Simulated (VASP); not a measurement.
All values below come from AM05 GGA, VASP's PBE PAW potentials (set 64) (plane waves; VASP 6.6.1).

VASP input:

File KPOINTS:
```
Automatic mesh
0
Gamma
7 7 7
0 0 0
```

### POSCAR
```
AlSb
4.4130850
  0.0000000000   0.7071067527   0.7071067527
  0.7071067527   0.0000000000   0.7071067527
  0.7071067527   0.7071067527   0.0000000000
Al Sb
1 1
Cart
  0.0000000000   0.0000000000   0.0000000000
  0.3535533763   0.3535533763   0.3535533763
```

**INCAR**
```
SYSTEM  =  AlSb
PREC  =  Accurate; ENCUT  =  520; LREAL  =  .FALSE.
LASPH  =  .TRUE.
EDIFF  =  1E-7; NELM  =  100; ALGO  =  Normal
LMAXMIX  =  4
ISMEAR  =  0; SIGMA  =  0.05
GGA  =  AM
ISIF  =  2
LWAVE  =  .FALSE.; LCHARG  =  .FALSE.
```

POTCAR, in this order: Al Sb (PBE.64 set). Program: vasp_std.

Output of the run:

### OSZICAR
```
       N       E                     dE             d eps       ncg     rms          rms(c)
DAV:   1     0.155793479549E+02    0.15579E+02   -0.26802E+03   320   0.704E+02
DAV:   2    -0.796227441302E+01   -0.23542E+02   -0.22829E+02   400   0.890E+01
DAV:   3    -0.853878200422E+01   -0.57651E+00   -0.57651E+00   488   0.171E+01
DAV:   4    -0.854174432103E+01   -0.29623E-02   -0.29623E-02   464   0.139E+00
DAV:   5    -0.854175393551E+01   -0.96145E-05   -0.96145E-05   456   0.734E-02    0.312E+00
DAV:   6    -0.845887256384E+01    0.82881E-01   -0.11340E-01   368   0.158E+00    0.190E+00
DAV:   7    -0.843375502810E+01    0.25118E-01   -0.92206E-02   384   0.161E+00    0.459E-01
DAV:   8    -0.843498144642E+01   -0.12264E-02   -0.79194E-03   336   0.522E-01    0.106E-01
DAV:   9    -0.843541742756E+01   -0.43598E-03   -0.56665E-04   424   0.163E-01    0.309E-02
DAV:  10    -0.843554986112E+01   -0.13243E-03   -0.14050E-04   344   0.758E-02    0.102E-02
DAV:  11    -0.843558775023E+01   -0.37889E-04   -0.84398E-05   384   0.608E-02    0.794E-03
DAV:  12    -0.843558808326E+01   -0.33303E-06   -0.14363E-06   424   0.951E-03    0.193E-03
DAV:  13    -0.843558822199E+01   -0.13873E-06   -0.27962E-07   416   0.355E-03    0.138E-03
DAV:  14    -0.843558832417E+01   -0.10219E-06   -0.96858E-08   344   0.186E-03    0.991E-05
DAV:  15    -0.843558832614E+01   -0.19613E-08   -0.32381E-09   160   0.460E-04
   1 F= -.84355883E+01 E0= -.84355883E+01  d E =-.199564E-14
```

### OUTCAR
```
------------------------ aborting loop because EDIFF is reached ----------------------------------------
  FORCE on cell =-STRESS in cart. coord.  units (eV):
  Direction    XX          YY          ZZ          XY          YZ          ZX
  --------------------------------------------------------------------------------------
  Total       -0.5489858     -0.5489858     -0.5489858      0.0000000      0.0000000     -0.0000000
  in kB      -14.4730428    -14.4730428    -14.4730428      0.0000000      0.0000000     -0.0000000
  external PRESSURE =     -14.4730428 kB  Pullay stress =       0.0000000 kB
  volume of cell :       60.77
      direct lattice vectors                 reciprocal lattice vectors
     0.000000000  3.120522204  3.120522204    -0.160229592  0.160229592  0.160229592
     3.120522204  0.000000000  3.120522204     0.160229592 -0.160229592  0.160229592
     3.120522204  3.120522204  0.000000000     0.160229592  0.160229592 -0.160229592
 POSITION                                       TOTAL-FORCE (eV/Angst)
 -----------------------------------------------------------------------------------
      0.00000      0.00000      0.00000        -0.000000     -0.000000     -0.000000
      1.56026      1.56026      1.56026         0.000000      0.000000      0.000000
 -----------------------------------------------------------------------------------
    total drift:                               -0.000000     -0.000000     -0.000000
  FREE ENERGIE OF THE ION-ELECTRON SYSTEM (eV)
  ---------------------------------------------------
  free  energy   TOTEN  =        -8.4355883261 eV

  energy  without entropy=       -8.4355883261  energy(sigma->0) =       -8.43558833
```
(Selected blocks of OUTCAR.)

The compound is AlSb in the zinc blende structure. This cell is one point of a volume scan, at 1.03 of the reference volume.
